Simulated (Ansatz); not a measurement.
**Collinear states of Ti$_{2}$Co**

Computed with DFT PBEsol, scalar-relativistic, plane waves, PAW in Ansatz.

```
Ti Co
1.0
     0.00000    3.36500    3.36500
     3.36500    0.00000    3.36500
     3.36500    3.36500    0.00000
Ti Co
4 2
Cartesian
  0.8413 0.8413 0.8413
  0.8413 2.5238 2.5238
  2.5238 2.5238 0.8413
  2.5238 0.8413 2.5238
  3.3650 3.3650 3.3650
  5.0475 5.0475 5.0475
```

- plane-wave cutoff: 420 eV
- Γ-centred k-mesh: 10×10×10
- occupation rule: Gaussian smearing, 0.1 eV
- list of starting moments (μB, in atom order): 0 0 0 0 3 3
- check for lower electronic states after the SCF: off

All runs keep this geometry, which isn't relaxed for the lowest state (largest force there 0.000 eV/Å, pressure 16.0 GPa) and needn't be a stable compound; relaxing each order can shift differences of a few meV. Signs run over the atoms with starting moments. The large starts are 0 0 0 0 4.5 4.5 μB. The small starts are 0 0 0 0 0.5 0.5 μB. Site moments are spin moments in atom-centred spheres that scale with the neighbour distance. The states are those that the runs reached from these starts; a lower one can exist.

```csv
start,ends,energy above lowest (meV/atom),site moments (μB),gap on mesh (eV),P (GPa)
no spin,non-magnetic,1.50,none over 0.05,metal,15.5
ferromagnetic,ferromagnetic,0.00,Co +0.54 (×2),metal,16.0
large parallel starting moments,ferromagnetic,0.00,Co +0.54 (×2),metal,16.0
"antiferromagnetic in the cell, signs +-",non-magnetic,1.50,none over 0.05,metal,15.5
small parallel starting moments,ferromagnetic,0.00,Co +0.54 (×2),metal,16.0
```

Cost: 5 runs of about 5.9 core-minutes in all, on Arm Neoverse V1 (shared hosts).